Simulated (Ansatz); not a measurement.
# In: energies, forces and stress near the listed structure

Aim: see how energy, forces, stress and gap of In answer to random distortions, further strains and shifts, swapped elements, distortions that keep the symmetry, other functionals. Nothing is relaxed unless a step says so.

Method: DFT PBE, scalar-relativistic, plane waves, PAW, in Ansatz 0.2.0.

**1. The starting structure**

It takes space group P6_3/mmc (No. 194, hexagonal). Conventional cell: a = 3.364 Å, b = 3.364 Å, c = 10.800 Å, α = 90.00°, β = 90.00°, γ = 120.00°. In (site symmetry -3m) is surrounded by 12 In at 3.33 to 3.36 Å. In (site symmetry -6m2) has 12 In at 3.33 to 3.36 Å as nearest neighbours.

Structure file:

```
CELL_PARAMETERS angstrom
3.36384 0.00000 0.00000
-1.68192 2.91317 0.00000
0.00000 0.00000 10.79971
ATOMIC_POSITIONS crystal
In 0.00000 0.00000 0.00000
In 0.33333 0.66667 0.25000
In 0.00000 0.00000 0.50000
In 0.66667 0.33333 0.75000
```

The structure comes from the Materials Project (structure only).

**2. Functional and cell changed: LDA**

Against the listed cell: strain xx, yy, zz, yz, xz, xy = +0.6, +0.6, -2.4, +0.0, +0.0, +0.0 %.

input.yaml

```yaml
crystal:
  lattice:
    - [3.3855070175, 0.0, 0.0]
    - [-1.6927535087, 2.9319350818, 0.0]
    - [0.0, 0.0, 10.545267231]
  atoms:
    - { symbol: In, position: [0.0, 0.0, 0.0] }
    - { symbol: In, position: [0.33333333, 0.66666667, 0.25] }
    - { symbol: In, position: [0.0, 0.0, 0.5] }
    - { symbol: In, position: [0.66666667, 0.33333333, 0.75] }
basis:
  ecutwfc: 420
kpoints:
  mp_grid: { grid: [15, 15, 4] }
hamiltonian:
  xc: lda
scf:
  occupations: { method: gaussian, width: 0.1 }
output:
  forces: true
  stress: true
  eigenvalues: true
```

The run is started by

```bash
ansatz run input.yaml --threads 1 --pin off --max-ram 1331MiB --backend cpu --events-out ev --progress --plain --runs-dir out
```

**3. A distortion that keeps the symmetry**

Changes to input.yaml since step 2:

```diff
@@ -2,5 +2,5 @@
   lattice:
-    - [3.3855070175, 0.0, 0.0]
-    - [-1.6927535087, 2.9319350818, 0.0]
-    - [0.0, 0.0, 10.545267231]
+    - [3.1488942402, 0.0, 0.0]
+    - [-1.5744471201, 2.7270224058, 0.0]
+    - [0.0, 0.0, 11.0815807482]
   atoms:
@@ -15,3 +15,3 @@
 hamiltonian:
-  xc: lda
+  xc: pbe
 scf:
```

**4. Substitution of an element, cell strained: In → B, first probe**

input.yaml

```yaml
crystal:
  lattice:
    - [2.479813188, 0.0, 0.0]
    - [-1.239906594, 2.1475812174, 0.0]
    - [0.0, 0.0, 7.7169142683]
  atoms:
    - { symbol: B, position: [0.0, 0.0, 0.0] }
    - { symbol: B, position: [0.33333333, 0.66666667, 0.25] }
    - { symbol: B, position: [0.0, 0.0, 0.5] }
    - { symbol: B, position: [0.66666667, 0.33333333, 0.75] }
basis:
  ecutwfc: 420
kpoints:
  mp_grid: { grid: [9, 9, 4] }
hamiltonian:
  xc: pbe
scf:
  occupations: { method: gaussian, width: 0.1 }
output:
  forces: true
  stress: true
  eigenvalues: true
```

**5. One element swapped, cell strained: In → B**

Changes to input.yaml since step 4:

```diff
@@ -13,3 +13,3 @@
 kpoints:
-  mp_grid: { grid: [9, 9, 4] }
+  mp_grid: { grid: [21, 21, 6] }
 hamiltonian:
@@ -22 +22,2 @@
   eigenvalues: true
+  populations: true
```

**6. A distortion that keeps the symmetry**

input.yaml

```yaml
crystal:
  lattice:
    - [3.3351502748, 0.0, 0.0]
    - [-1.6675751374, 2.8883248634, 0.0]
    - [0.0, 0.0, 10.5455912223]
  atoms:
    - { symbol: In, position: [0.0, 0.0, 0.0] }
    - { symbol: In, position: [0.33333333, 0.66666667, 0.25] }
    - { symbol: In, position: [0.0, 0.0, 0.5] }
    - { symbol: In, position: [0.66666667, 0.33333333, 0.75] }
basis:
  ecutwfc: 420
kpoints:
  mp_grid: { grid: [15, 15, 4] }
hamiltonian:
  xc: pbe
scf:
  occupations: { method: gaussian, width: 0.1 }
output:
  forces: true
  stress: true
  eigenvalues: true
```

**7. A change within a subgroup**

input.yaml

```yaml
crystal:
  lattice:
    - [3.3281871181, 0.0, 0.0]
    - [-1.664093559, 2.8822945928, 0.0]
    - [0.0, 0.0, 10.3612402006]
  atoms:
    - { symbol: In, position: [0.0, 0.0, -0.0196423855] }
    - { symbol: In, position: [0.33333333, 0.66666667, 0.25] }
    - { symbol: In, position: [0.0, 0.0, 0.5196423855] }
    - { symbol: In, position: [0.66666667, 0.33333333, 0.75] }
basis:
  ecutwfc: 420
kpoints:
  mp_grid: { grid: [12, 12, 4] }
hamiltonian:
  xc: pbe
scf:
  occupations: { method: gaussian, width: 0.1 }
output:
  forces: true
  stress: true
  eigenvalues: true
```

**8. A random distortion, cell strained**

input.yaml

```yaml
crystal:
  lattice:
    - [3.4830248511, -0.0672768773, 0.0281553731]
    - [-1.7997759103, 3.1271964273, -0.036305206]
    - [0.090393559, -0.0824017748, 11.2120412252]
  atoms:
    - { symbol: In, position: [-0.0431343593, -0.0234417836, 0.0035408364] }
    - { symbol: In, position: [0.3709089041, 0.6829684756, 0.2553390331] }
    - { symbol: In, position: [-0.039397686, -0.0234658123, 0.5051603245] }
    - { symbol: In, position: [0.7116231413, 0.3639391203, 0.735959806] }
basis:
  ecutwfc: 420
kpoints:
  mp_grid: { grid: [12, 12, 4] }
hamiltonian:
  xc: pbe
scf:
  occupations: { method: gaussian, width: 0.1 }
output:
  forces: true
  stress: true
  eigenvalues: true
```

**9. A random distortion, cell strained**

input.yaml

```yaml
crystal:
  lattice:
    - [3.3264042808, -0.0385832891, -0.002993821]
    - [-1.6966162489, 2.9123358503, -0.0144672843]
    - [-0.0096117404, -0.0591824018, 10.3783037398]
  atoms:
    - { symbol: In, position: [-0.001150759, 0.0075621979, 0.0022917286] }
    - { symbol: In, position: [0.3884179467, 0.6882170459, 0.2591085793] }
    - { symbol: In, position: [-0.010246498, -0.0379551619, 0.4990546041] }
    - { symbol: In, position: [0.6229810266, 0.3421793508, 0.739545088] }
basis:
  ecutwfc: 420
kpoints:
  mp_grid: { grid: [12, 12, 4] }
hamiltonian:
  xc: pbe
scf:
  occupations: { method: gaussian, width: 0.1 }
output:
  forces: true
  stress: true
  eigenvalues: true
```

Before running it: what results should come out? Wanted: for each run, case; energy; pressure; largest force.

As calculated:

| step | case | energy (meV/atom) | pressure (GPa) | largest force (eV/Å) | gap on the mesh (eV) |
| --- | --- | --- | --- | --- | --- |
| 2 | functional and cell changed: LDA | n/a | -2.5 | 0.00 | 0.00 |
| 3 | a distortion that keeps the symmetry | +0.0 | 7.7 | 0.00 | 0.00 |
| 5 | one element swapped, cell strained: In → B | n/a | -42.1 | 0.00 | 0.00 |
| 6 | a distortion that keeps the symmetry | -61.0 | 3.6 | 0.00 | 0.00 |
| 7 | a change within a subgroup | -8.9* | 5.7 | 0.83 | 0.00 |
| 8 | a random distortion, cell strained | -49.0* | -2.3 | 0.34 | 0.00 |
| 9 | a random distortion, cell strained | -35.4* | 4.9 | 0.46 | 0.00 |

Energies are counted from step 3, with the smearing taken to zero; a star marks another k mesh, which can shift energies by itself, so starred rows don't rank against the others. Other atoms or functionals have another zero of energy (n/a). A gap of 0.00 means none on the mesh at this level.

In words: Among the distorted cells of the listed formula and level the largest force, 0.83 eV/Å, comes in step 7, shared by 2 atoms. The pressure is 7.7 GPa in the smallest cell and -2.3 GPa in the largest; between them shape and moved atoms count too. The distorted cells of the listed formula and level show no gap on the mesh.
